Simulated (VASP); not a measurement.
# SiC (Fm-3m) in VASP: further runs, part 2 of 3

VASP 6.6.1. Earlier steps stand in the parts before.

### 5 Relaxation of the atoms, PBEsol (a relaxed cell with its volume scaled by 0.96)

File INCAR:

```
PREC = Accurate ; ENCUT = 600
EDIFF = 1E-7 ; ISMEAR = 0
SIGMA = 0.03 ; LREAL = False
LASPH = True ; NELM = 80
ALGO = Fast ; ISIF = 2
LWAVE = False ; LCHARG = False
GGA = PS ; IBRION = 2
NSW = 40 ; EDIFFG = -0.01
```

File KPOINTS:

```
Automatic mesh
0
Gamma
  12 12 12
```

File POSCAR:

```
SiC                                     
1.0
   -0.0000000000      1.9919262609      1.9919262609
    1.9919262609     -0.0000000000      1.9919262609
    1.9919262609      1.9919262609     -0.0000000000
  Si              C             
     1     1
Direct
     0.0000000000000000    0.0000000000000000    0.0000000000000000
     0.5000000000000000    0.5000000000000000    0.5000000000000000
```

Potentials or basis: VASP PAW PBE potentials, release 64 (Si, C).

The run is started by

```bash
$ cat potpaw_PBE.64/Si/POTCAR potpaw_PBE.64/C/POTCAR > POTCAR
$ mpirun -np 1 vasp_std > vasp.out
```

OUTCAR:

```text
PREC = Accurate
   ENCUT = 600
   EDIFF = 1E-7
   ISMEAR = 0
   LREAL = False
   LASPH = True
   NELM = 80
   ISIF = 2
   GGA = PS
   IBRION = 2
   NSW = 40
   EDIFFG = -0.01

 ion  position               nearest neighbor table
   1  0.000  0.000  0.000-   2 1.99   2 1.99   2 1.99   2 1.99   2 1.99   2 1.99
   2  0.500  0.500  0.500-   1 1.99   1 1.99   1 1.99   1 1.99   1 1.99   1 1.99

  LATTYP: Found a face centered cubic cell.
 ALAT       =     3.9838525218

  Lattice vectors:

 A1 = (   0.0000000000,   1.9919262609,   1.9919262609)
 A2 = (   1.9919262609,   0.0000000000,   1.9919262609)
 A3 = (   1.9919262609,   1.9919262609,   0.0000000000)

Analysis of symmetry for initial positions (statically):
=====================================================================
 Subroutine PRICEL returns:
 Original cell was already a primitive cell.

 Routine SETGRP: Setting up the symmetry group for a
 face centered cubic supercell.

 Subroutine GETGRP returns: Found 48 space group operations
 (whereof 48 operations were pure point group operations)
 out of a pool of 48 trial point group operations.

The static configuration has the point symmetry O_h .

Analysis of symmetry for dynamics (positions and initial velocities):
=====================================================================
 Subroutine PRICEL returns:
 Original cell was already a primitive cell.

 Routine SETGRP: Setting up the symmetry group for a
 face centered cubic supercell.

 Subroutine GETGRP returns: Found 48 space group operations
 (whereof 48 operations were pure point group operations)
 out of a pool of 48 trial point group operations.

The dynamic configuration has the point symmetry O_h .

 Subroutine INISYM returns: Found 48 space group operations
 (whereof 48 operations are pure point group operations),
 and found     1 'primitive' translations

----------------------------------------------------------------------------------------

                                     Primitive cell

  volume of cell :      15.8070

  direct lattice vectors                    reciprocal lattice vectors
     0.000000000  1.991926261  1.991926261    -0.251013308  0.251013308  0.251013308
     1.991926261  0.000000000  1.991926261     0.251013308 -0.251013308  0.251013308
     1.991926261  1.991926261  0.000000000     0.251013308  0.251013308 -0.251013308

  length of vectors
     2.817009133  2.817009133  2.817009133     0.434767803  0.434767803  0.434767803

  position of ions in fractional coordinates (direct lattice)
     0.000000000  0.000000000  0.000000000
     0.500000000  0.500000000  0.500000000

  ion indices of the primitive-cell ions
   primitive index   ion index
                 1           1
                 2           2

----------------------------------------------------------------------------------------

 KPOINTS: Automatic mesh

Automatic generation of k-mesh.
 Grid dimensions read from file:
 generate k-points for:   12   12   12

 Generating k-lattice:

  Cartesian coordinates                     Fractional coordinates (reciprocal lattice)
    -0.020917776  0.020917776  0.020917776     0.083333333  0.000000000  0.000000000
     0.020917776 -0.020917776  0.020917776     0.000000000  0.083333333  0.000000000
     0.020917776  0.020917776 -0.020917776     0.000000000  0.000000000  0.083333333

  Length of vectors
     0.036230650  0.036230650  0.036230650

  Shift w.r.t. Gamma in fractional coordinates (k-lattice)
     0.000000000  0.000000000  0.000000000

 Subroutine IBZKPT returns following result:
 ===========================================

 Found     72 irreducible k-points:

 Following reciprocal coordinates:
            Coordinates               Weight
  0.000000  0.000000  0.000000      1.000000
  0.083333  0.000000  0.000000      8.000000
  0.166667  0.000000  0.000000      8.000000
  0.250000  0.000000  0.000000      8.000000
  0.333333  0.000000  0.000000      8.000000
  0.416667  0.000000  0.000000      8.000000
[... 16 lines left out ...]
  0.500000  0.166667  0.000000     24.000000
 -0.416667  0.166667  0.000000     24.000000
 [... further k-points ...]
   k-points           NKPTS =     72   k-points in BZ     NKDIM =     72   number of bands    NBANDS=      8
   number of dos      NEDOS =    301   number of ions     NIONS =      2
   total plane-waves  NPLWV =  13824
   dimension x,y,z NGX =    24 NGY =   24 NGZ =   24
   dimension x,y,z NGXF=    48 NGYF=   48 NGZF=   48
   ions per type =               1   1
   NGX,Y,Z   is equivalent  to a cutoff of  14.16, 14.16, 14.16 a.u.
   NGXF,Y,Z  is equivalent  to a cutoff of  28.33, 28.33, 28.33 a.u.
 SYSTEM =  unknown system
   PREC   = accura    normal or accurate (medium, high low for compatibility)
   ISTART =      0    job   : 0-new  1-cont  2-samecut
   ICHARG =      2    charge: 1-file 2-atom 10-const
   ISPIN  =      1    spin polarized calculation?
   LNONCOLLINEAR =      F non collinear calculations
   LSORBIT =      F    spin-orbit coupling
   LASPH  =      T    aspherical Exc in radial PAW
   ENCUT  =  600.0 eV  44.10 Ry    6.64 a.u.   5.63  5.63  5.63*2*pi/ulx,y,z
   NELM   =     80;   NELMIN=  2; NELMDL= -5     # of ELM steps
   EDIFF  = 0.1E-06   stopping-criterion for ELM
   LREAL  =      F    real-space projection
   EDIFFG = -.1E-01   stopping-criterion for IOM
   NSW    =     40    number of steps for IOM
   IBRION =      2    ionic relax: 0-MD 1-quasi-New 2-CG
   NFREE  =      1    steps in history (QN), initial steepest desc. (CG)
   ISIF   =      2    stress and relaxation
   ISYM   =      2    0-nonsym 1-usesym 2-fastsym
   POTIM  = 0.5000    time-step for ionic-motion
   TEBEG  =    0.0;   TEEND  =   0.0 temperature during run
   PSTRESS=    0.0 pullay stress
   NELECT =       8.0000    total number of electrons
   NUPDOWN=      -1.0000    fix difference up-down
   EMIN   =  10.00;   EMAX   =-10.00  energy-range for DOS
   EFERMI =   0.00;   METHOD = LEGACY
   ISMEAR =     0;   SIGMA  =   0.03  broadening in eV -4-tet -1-fermi 0-gaus
   EFERMI_NEDOS =   21; number of points for ismear=-14 and -15
   IALGO  =     68    algorithm
   IMIX   =      4    mixing-type and parameters
     AMIX     =   0.40;   BMIX     =  1.00
     AMIX_MAG =   1.60;   BMIX_MAG =  1.00
  volume/ion in A,a.u.               =       7.90        53.34
  Fermi-wavevector in a.u.,A,eV,Ry     =   1.304633  2.465398 23.158018  1.702066
  Thomas-Fermi vector in A             =   2.435555
   LORBIT       =      0    0 simple, 1 ext, 2 COOP (PROOUT), +10 PAW based schemes
   GGA     = PS    functional components
   LHFCALC =     F    Hartree Fock is set to
   AEXX    =    0.0000 exact exchange contribution
   IVDW    =     0    specifies the selected vdW correction
   LEPSILON=     F    determine dielectric tensor
   LRPA    =     F    only Hartree local field effects (RPA)
 conjugate gradient relaxation of ions
 non-spin polarized calculation
 RMM-DIIS sequential band-by-band and
 Gauss-broadening in eV      SIGMA  =   0.03
  energy-cutoff  :      600.00
  volume of cell :       15.81
 maximum number of plane-waves:       544
   NGX = 11   NGY = 11   NGZ = 11

 number of electron       8.0000000 magnetization

 Free energy of the ion-electron system (eV)
  ---------------------------------------------------
  ext. energy  EPLUGINS =         0.00000000
  ---------------------------------------------------
  free energy    TOTEN  =       -14.58215931 eV

  energy without entropy =      -14.58196228  energy(sigma->0) =      -14.58206080

 E-fermi :  13.1294     XC(G=0): -13.0064

 val. band max:       13.0661521316   @ k =  -0.1667   0.0833   0.0000
 cond. band min:      13.1336030987   @ k =   0.0000   0.0000   0.0000
 fundamental gap:      0.0674509671
 Fermi energy:        13.1293903912

 k-point     1 :       0.0000    0.0000    0.0000
  band No.  band energies     occupation
      1      -5.9357      2.00000
      2      13.1336      0.84258
      3      13.1336      0.84258
      4      13.1336      0.84257
      5      21.5220      0.00000
      6      21.9987      0.00000
      7      21.9987      0.00000
      8      21.9987      0.00000
[... 243 lines left out ...]
 k-point    24 :      -0.4167    0.1667    0.0000
  band No.  band energies     occupation
      1      -0.2130      2.00000
      2       2.0116      2.00000
      3       8.9280      2.00000
      4      11.1207      2.00000
      5      16.8013      0.00000
      6      20.1972      0.00000
      7      21.6065      0.00000
      8      26.5213      0.00000

 [... further k-points ...]
[... 5 lines left out ...]
  --------------------------------------------------------------------------------------
  -------------------------------------------------------------------------------------
  Total        1.0582167      1.0582167      1.0582167      0.0000000     -0.0000000      0.0000000
  in kB      107.2594171    107.2594171    107.2594171      0.0000000     -0.0000000      0.0000000
  external PRESSURE =     107.2594171 kB  Pullay stress =       0.0000000 kB

 VOLUME and BASIS-vectors are now :
 -----------------------------------------------------------------------------
  energy-cutoff  :      600.00
  volume of cell :       15.81
      direct lattice vectors                 reciprocal lattice vectors
     0.000000000  1.991926261  1.991926261    -0.251013308  0.251013308  0.251013308
     1.991926261  0.000000000  1.991926261     0.251013308 -0.251013308  0.251013308
     1.991926261  1.991926261  0.000000000     0.251013308  0.251013308 -0.251013308

 POSITION                                       TOTAL-FORCE (eV/Angst)
 -----------------------------------------------------------------------------------
      0.00000      0.00000      0.00000        -0.000000     -0.000000      0.000000
      1.99193      1.99193      1.99193         0.000000      0.000000     -0.000000
 -----------------------------------------------------------------------------------
    total drift:                               -0.000000     -0.000000      0.000000

  FREE ENERGIE OF THE ION-ELECTRON SYSTEM (eV)
  ---------------------------------------------------
  free  energy   TOTEN  =       -14.5821593149 eV

  energy  without entropy=      -14.5819622761  energy(sigma->0) =      -14.58206080

 reached required accuracy - stopping structural energy minimisation
```

OSZICAR:

```text
N       E                     dE             d eps       ncg     rms          rms(c)
DAV:   1     0.354102998082E+01    0.35410E+01   -0.48732E+03  1280   0.989E+02
DAV:   2    -0.157584644939E+02   -0.19299E+02   -0.17418E+02  1704   0.105E+02
DAV:   3    -0.160087123316E+02   -0.25025E+00   -0.25025E+00  1304   0.142E+01
DAV:   4    -0.160092082931E+02   -0.49596E-03   -0.49596E-03  1864   0.674E-01
DAV:   5    -0.160092089364E+02   -0.64328E-06   -0.64328E-06  1392   0.104E-02    0.869E+00
RMM:   6    -0.146231613554E+02    0.13860E+01   -0.20090E+00  1152   0.964E+00    0.373E+00
RMM:   7    -0.145899263232E+02    0.33235E-01   -0.50595E-01  1152   0.528E+00    0.158E+00
RMM:   8    -0.145882609991E+02    0.16653E-02   -0.52867E-02  1152   0.209E+00    0.396E-01
RMM:   9    -0.145820694852E+02    0.61915E-02   -0.89546E-03  1153   0.747E-01    0.153E-01
RMM:  10    -0.145824004158E+02   -0.33093E-03   -0.29299E-03  1152   0.410E-01    0.117E-01
RMM:  11    -0.145821553149E+02    0.24510E-03   -0.53702E-04  1152   0.191E-01    0.184E-02
RMM:  12    -0.145821590417E+02   -0.37269E-05   -0.33109E-05  1152   0.574E-02    0.870E-03
RMM:  13    -0.145821593190E+02   -0.27726E-06   -0.73640E-06  1148   0.205E-02    0.372E-03
RMM:  14    -0.145821593149E+02    0.41346E-08   -0.97960E-07  1008   0.797E-03
   1 F= -.14582159E+02 E0= -.14582061E+02  d E =-.145822E+02
```

CONTCAR:

```text
SiC
   1.00000000000000
     0.0000000000000000    1.9919262608999999    1.9919262608999999
     1.9919262608999999    0.0000000000000000    1.9919262608999999
     1.9919262608999999    1.9919262608999999    0.0000000000000000
  Si              C
     1     1
Direct
     0.0000000000000000    0.0000000000000000    0.0000000000000000
     0.5000000000000000    0.5000000000000000    0.5000000000000000

  0.00000000E+00  0.00000000E+00  0.00000000E+00
  0.00000000E+00  0.00000000E+00  0.00000000E+00
```

It took 7.7 s on 1 thread of Intel Xeon Platinum 8488C (Sapphire Rapids), shared host; peak memory 0.13 GiB.

Results:

| Quantity | Value |
| --- | --- |
| Free energy | -14.5822 eV |
| Pressure after relaxing | 10.7 GPa |
| Band gap on the k mesh | none (metal or under the smearing width) |

Final structure:
```xyz
2
Lattice="0.0000 1.9919 1.9919 1.9919 0.0000 1.9919 1.9919 1.9919 0.0000" Properties=species:S:1:pos:R:3 pbc="T T T"
Si    0.0000    0.0000    0.0000
C     1.9919    1.9919    1.9919
```

Levels at points of the mesh, in eV from the Fermi level:
```
           k point  band 2  band 3  band 4  band 5  band 6  band 7
(0.00, 0.00, 0.00)    0.00    0.00    0.00    8.39    8.87    8.87
(0.50, 0.00, 0.00)  -11.98   -1.19   -1.19    5.43    5.43    6.17
(0.50, 0.50, 0.00)  -10.32   -4.53   -4.53   -0.62    2.18   15.50
```

Caveat: the relaxation stopped at its first step, so nothing moved; the PAW data sets were made with another functional, which shifts forces and pressure a little.

(Continued in part 3 of 3.)
